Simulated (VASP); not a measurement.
# Si (a cell with a defect) in VASP: a series of runs, part 2 of 3

VASP 6.6.1. The steps go on from the part before.

**3. Relaxation of the atoms, PBE**

Input file INCAR:

```
PREC = Accurate
ENCUT = 520
EDIFF = 1E-6
ISMEAR = -1
SIGMA = 0.05
LREAL = Auto
LASPH = T
NELM = 100
ALGO = Fast
ISIF = 2
LWAVE = F
LCHARG = F
GGA = PE
IBRION = 2
NSW = 45
EDIFFG = -0.08
```

Input file KPOINTS:

```
Automatic mesh
0
Gamma
  2 2 2
```

Input file POSCAR:

```
Si
1.0
    0.0000000000      5.4300000000      5.4300000000
    5.4300000000      0.0000000000      5.4300000000
    5.4300000000      5.4300000000      0.0000000000
Si
17
Direct
    0.0000000000      0.0000000000      0.0000000000
    0.1250000000      0.1250000000      0.1250000000
    0.0000000000      0.0000000000      0.5000000000
    0.1250000000      0.1250000000      0.6250000000
    0.0000000000      0.5000000000      0.0000000000
    0.1250000000      0.6250000000      0.1250000000
    0.0000000000      0.5000000000      0.5000000000
    0.1250000000      0.6250000000      0.6250000000
    0.5000000000      0.0000000000      0.0000000000
    0.6250000000      0.1250000000      0.1250000000
    0.5000000000      0.0000000000      0.5000000000
    0.6250000000      0.1250000000      0.6250000000
    0.5000000000      0.5000000000      0.0000000000
    0.6250000000      0.6250000000      0.1250000000
    0.5000000000      0.5000000000      0.5000000000
    0.6250000000      0.6250000000      0.6250000000
    0.8803784000      0.3711347000      0.8735627000
```

Potentials or basis: VASP PAW PBE potentials, release 64 (Si).

Run with:

```
> cat potpaw_PBE.64/Si/POTCAR > POTCAR
> mpirun -np 1 vasp_std > vasp.out
```

OUTCAR:

```text
PREC = Accurate
   ENCUT = 520
   EDIFF = 1E-6
   ISMEAR = -1
   LREAL = Auto
   LASPH = T
   NELM = 100
   ISIF = 2
   GGA = PE
   IBRION = 2
   NSW = 45
   EDIFFG = -0.08

 ion  position               nearest neighbor table
   1  0.000  0.000  0.000-  17 2.33   4 2.35   6 2.35  10 2.35   2 2.35
   2  0.125  0.125  0.125-   1 2.35   3 2.35   5 2.35   9 2.35  17 2.69
   3  0.000  0.000  0.500-   2 2.35   4 2.35   8 2.35  12 2.35
   4  0.125  0.125  0.625-   1 2.35   3 2.35   7 2.35  11 2.35  17 2.69
   5  0.000  0.500  0.000-  17 2.35   6 2.35   8 2.35  14 2.35   2 2.35
   6  0.125  0.625  0.125-   1 2.35   5 2.35   7 2.35  13 2.35
   7  0.000  0.500  0.500-  17 2.34   6 2.35   8 2.35  16 2.35   4 2.35
   8  0.125  0.625  0.625-   3 2.35   5 2.35   7 2.35  15 2.35  17 2.71
   9  0.500  0.000  0.000-   2 2.35  10 2.35  12 2.35  14 2.35
  10  0.625  0.125  0.125-   1 2.35   9 2.35  11 2.35  13 2.35  17 2.72
  11  0.500  0.000  0.500-   4 2.35  10 2.35  12 2.35  16 2.35
  12  0.625  0.125  0.625-   3 2.35   9 2.35  11 2.35  15 2.35
  13  0.500  0.500  0.000-   6 2.35  10 2.35  14 2.35  16 2.35  17 2.39
  14  0.625  0.625  0.125-   5 2.35   9 2.35  13 2.35  15 2.35  17 2.74
  15  0.500  0.500  0.500-   8 2.35  12 2.35  14 2.35  16 2.35
  16  0.625  0.625  0.625-   7 2.35  11 2.35  13 2.35  15 2.35  17 2.74
  17  0.880  0.371  0.874-   1 2.33   7 2.34   5 2.35  13 2.39   4 2.69   2 2.69   8 2.71  10 2.72
                            16 2.74  14 2.74

  LATTYP: Found a face centered cubic cell.
 ALAT       =    10.8600000000

  Lattice vectors:

 A1 = (   0.0000000000,   5.4300000000,   5.4300000000)
 A2 = (   5.4300000000,   0.0000000000,   5.4300000000)
 A3 = (   5.4300000000,   5.4300000000,   0.0000000000)

Analysis of symmetry for initial positions (statically):
=====================================================================
 Subroutine PRICEL returns:
 Original cell was already a primitive cell.

 Routine SETGRP: Setting up the symmetry group for a
 face centered cubic supercell.

 Subroutine GETGRP returns: Found  1 space group operations
 (whereof  1 operations were pure point group operations)
 out of a pool of 48 trial point group operations.

The static configuration has the point symmetry C_1 .

Analysis of symmetry for dynamics (positions and initial velocities):
=====================================================================
 Subroutine PRICEL returns:
 Original cell was already a primitive cell.

 Routine SETGRP: Setting up the symmetry group for a
 face centered cubic supercell.

 Subroutine GETGRP returns: Found  1 space group operations
 (whereof  1 operations were pure point group operations)
 out of a pool of 48 trial point group operations.

The dynamic configuration has the point symmetry C_1 .

 Subroutine INISYM returns: Found  1 space group operations
 (whereof  1 operations are pure point group operations),
 and found     1 'primitive' translations

----------------------------------------------------------------------------------------

                                     Primitive cell

  volume of cell :     320.2060

  direct lattice vectors                    reciprocal lattice vectors
     0.000000000  5.430000000  5.430000000    -0.092081031  0.092081031  0.092081031
     5.430000000  0.000000000  5.430000000     0.092081031 -0.092081031  0.092081031
     5.430000000  5.430000000  0.000000000     0.092081031  0.092081031 -0.092081031

  length of vectors
     7.679179644  7.679179644  7.679179644     0.159489025  0.159489025  0.159489025

[... 58 lines left out ...]
     0.000000000  0.000000000  0.000000000

 Subroutine IBZKPT returns following result:
 ===========================================

 Found      8 irreducible k-points:

 Following reciprocal coordinates:
            Coordinates               Weight
  0.000000  0.000000  0.000000      1.000000
  0.500000  0.000000  0.000000      1.000000
  0.000000  0.500000  0.000000      1.000000
  0.000000  0.000000  0.500000      1.000000
  0.500000  0.500000  0.500000      1.000000
  0.500000  0.500000  0.000000      1.000000
  0.000000  0.500000  0.500000      1.000000
  0.500000  0.000000  0.500000      1.000000
   k-points           NKPTS =      8   k-points in BZ     NKDIM =      8   number of bands    NBANDS=     43
   number of dos      NEDOS =    301   number of ions     NIONS =     17
   total plane-waves  NPLWV = 216000
   dimension x,y,z NGX =    60 NGY =   60 NGZ =   60
   dimension x,y,z NGXF=   120 NGYF=  120 NGZF=  120
   ions per type =              17
   NGX,Y,Z   is equivalent  to a cutoff of  12.99, 12.99, 12.99 a.u.
   NGXF,Y,Z  is equivalent  to a cutoff of  25.98, 25.98, 25.98 a.u.
 SYSTEM =  unknown system
   PREC   = accura    normal or accurate (medium, high low for compatibility)
   ISTART =      0    job   : 0-new  1-cont  2-samecut
   ICHARG =      2    charge: 1-file 2-atom 10-const
   ISPIN  =      1    spin polarized calculation?
   LNONCOLLINEAR =      F non collinear calculations
   LSORBIT =      F    spin-orbit coupling
   LASPH  =      T    aspherical Exc in radial PAW
   ENCUT  =  520.0 eV  38.22 Ry    6.18 a.u.  14.28 14.28 14.28*2*pi/ulx,y,z
   NELM   =    100;   NELMIN=  2; NELMDL= -5     # of ELM steps
   EDIFF  = 0.1E-05   stopping-criterion for ELM
   LREAL  =      T    real-space projection
   EDIFFG = -.8E-01   stopping-criterion for IOM
   NSW    =     45    number of steps for IOM
   IBRION =      2    ionic relax: 0-MD 1-quasi-New 2-CG
   NFREE  =      1    steps in history (QN), initial steepest desc. (CG)
   ISIF   =      2    stress and relaxation
   ISYM   =      2    0-nonsym 1-usesym 2-fastsym
   POTIM  = 0.5000    time-step for ionic-motion
   TEBEG  =    0.0;   TEEND  =   0.0 temperature during run
   PSTRESS=    0.0 pullay stress
   NELECT =      68.0000    total number of electrons
   NUPDOWN=      -1.0000    fix difference up-down
   EMIN   =  10.00;   EMAX   =-10.00  energy-range for DOS
   EFERMI =   0.00;   METHOD = LEGACY
   ISMEAR =    -1;   SIGMA  =   0.05  broadening in eV -4-tet -1-fermi 0-gaus
   EFERMI_NEDOS =   21; number of points for ismear=-14 and -15
   IALGO  =     68    algorithm
   IMIX   =      4    mixing-type and parameters
     AMIX     =   0.40;   BMIX     =  1.00
     AMIX_MAG =   1.60;   BMIX_MAG =  1.00
  volume/ion in A,a.u.               =      18.84       127.11
  Fermi-wavevector in a.u.,A,eV,Ry     =   0.976715  1.845724 12.979587  0.953973
  Thomas-Fermi vector in A             =   2.107356
   LORBIT       =      0    0 simple, 1 ext, 2 COOP (PROOUT), +10 PAW based schemes
   GGA     = PE    functional components
   LHFCALC =     F    Hartree Fock is set to
   AEXX    =    0.0000 exact exchange contribution
   IVDW    =     0    specifies the selected vdW correction
   LEPSILON=     F    determine dielectric tensor
   LRPA    =     F    only Hartree local field effects (RPA)
 conjugate gradient relaxation of ions
 non-spin polarized calculation
 RMM-DIIS sequential band-by-band and
  energy-cutoff  :      520.00
  volume of cell :      320.21
 maximum number of plane-waves:      8646
 NGX is ok and might be reduce to    60
   NGX = 29   NGY = 29   NGZ = 29

--------------------------------------- Ionic step        1  -------------------------------------------

 number of electron      68.0000003 magnetization

 Free energy of the ion-electron system (eV)
  ---------------------------------------------------
  ext. energy  EPLUGINS =         0.00000000
  ---------------------------------------------------
  free energy    TOTEN  =       -87.88694181 eV

  energy without entropy =      -87.85486666  energy(sigma->0) =      -87.87090424

------------------------ aborting loop because EDIFF is reached ----------------------------------------

  FORCE on cell =-STRESS in cart. coord.  units (eV):
  Direction    XX          YY          ZZ          XY          YZ          ZX
  --------------------------------------------------------------------------------------
  -------------------------------------------------------------------------------------
  Total       11.6664228     11.6659670     11.6652490      0.0960621     -0.3662333      0.2715910
  in kB       58.3739134     58.3716328     58.3680403      0.4806545     -1.8324785      1.3589282
  external PRESSURE =      58.3711955 kB  Pullay stress =       0.0000000 kB
[... 140 lines left out ...]
--------------------------------------- Ionic step        4  -------------------------------------------

 number of electron      68.0000001 magnetization

 Free energy of the ion-electron system (eV)
  ---------------------------------------------------
  ext. energy  EPLUGINS =         0.00000000
  ---------------------------------------------------
  free energy    TOTEN  =       -88.01280057 eV

  energy without entropy =      -87.97866947  energy(sigma->0) =      -87.99573502

 E-fermi :   6.8784     XC(G=0):  -9.6752

 val. band max:        6.6750857060   @ k =   0.0000   0.0000   0.0000
 cond. band min:       6.9238528074   @ k =   0.5000   0.5000   0.0000
 fundamental gap:      0.2487671015
 Fermi energy:         6.8783505896

 k-point     1 :       0.0000    0.0000    0.0000
  band No.  band energies     occupation
      1      -6.3223      2.00000
      2      -3.7685      2.00000
      3      -3.6318      2.00000
      4      -3.6301      2.00000
      5      -3.6265      2.00000
      6      -2.8268      2.00000
[... 401 lines left out ...]
  FREE ENERGIE OF THE ION-ELECTRON SYSTEM (eV)
  ---------------------------------------------------
  free  energy   TOTEN  =       -88.0128005676 eV

  energy  without entropy=      -87.9786694747  energy(sigma->0) =      -87.99573502

 reached required accuracy - stopping structural energy minimisation
```

It took 5.4 min on 1 thread of Intel Xeon 6975P-C (Granite Rapids), shared host; peak memory 0.52 GiB.

Results:

- Free energy: -88.0128 eV
- Energy gained by relaxing: 7.4 meV/atom
- Ionic steps: 4
- Pressure after relaxing: 5.3 GPa
- Largest force after relaxing: 0.054 eV/Å
- Band gap on the k mesh: none (metal or under the smearing width)

Forces on the atoms (eV/Å):
```
Si   0.001 -0.003  0.013
Si  -0.004  0.019 -0.001
Si   0.011 -0.010 -0.008
Si  -0.017  0.003  0.000
Si  -0.027 -0.012 -0.016
Si   0.008 -0.006  0.002
Si   0.007  0.024 -0.014
Si  -0.004  0.001  0.021
Si  -0.005 -0.012  0.008
Si  -0.008  0.007 -0.026
Si   0.013  0.005  0.007
Si  -0.003  0.002  0.001
Si  -0.031  0.029  0.025
Si   0.029  0.006  0.004
Si  -0.005  0.006 -0.011
Si  -0.007 -0.028  0.005
Si   0.042 -0.031 -0.012
```

The path:
```tsv
step	energy change (eV)	largest force (eV/Å)	pressure (GPa)
1	0.0000	1.0181	5.84
2	-0.1226	0.1183	5.34
3	-0.1236	0.1297	5.30
4	-0.1259	0.0541	5.31
```

Final structure:
```cif
data_structure
_symmetry_space_group_name_H-M 'P 1'
_symmetry_Int_Tables_number 1
_cell_length_a 7.6792
_cell_length_b 7.6792
_cell_length_c 7.6792
_cell_angle_alpha 60.000
_cell_angle_beta 60.000
_cell_angle_gamma 60.000
_cell_volume 320.21
loop_
_atom_site_label
_atom_site_type_symbol
_atom_site_fract_x
_atom_site_fract_y
_atom_site_fract_z
_atom_site_occupancy
Si1 Si 0.00239 0.99225 0.00271 1
Si2 Si 0.12790 0.12212 0.12788 1
Si3 Si 0.99859 0.00040 0.50048 1
Si4 Si 0.12793 0.12208 0.62208 1
Si5 Si 0.00209 0.50249 0.00239 1
Si6 Si 0.12621 0.62409 0.12469 1
Si7 Si 0.00220 0.50261 0.49274 1
Si8 Si 0.12785 0.62782 0.62217 1
Si9 Si 0.50060 0.00030 0.99869 1
Si10 Si 0.62222 0.12227 0.12775 1
Si11 Si 0.50063 0.00031 0.50039 1
Si12 Si 0.62493 0.12505 0.62502 1
Si13 Si 0.49421 0.50201 0.00192 1
Si14 Si 0.62229 0.62768 0.12769 1
Si15 Si 0.50057 0.49873 0.50033 1
Si16 Si 0.62226 0.62771 0.62231 1
Si17 Si 0.87752 0.37322 0.87432 1
```

Caveat: the k mesh is coarse (spacing up to 0.50 Å⁻¹), so the values aren't converged; the relaxation stopped at a loose force limit of 0.08 eV/Å, so its end isn't a converged minimum.

(Part 2 of 3 ends here.)
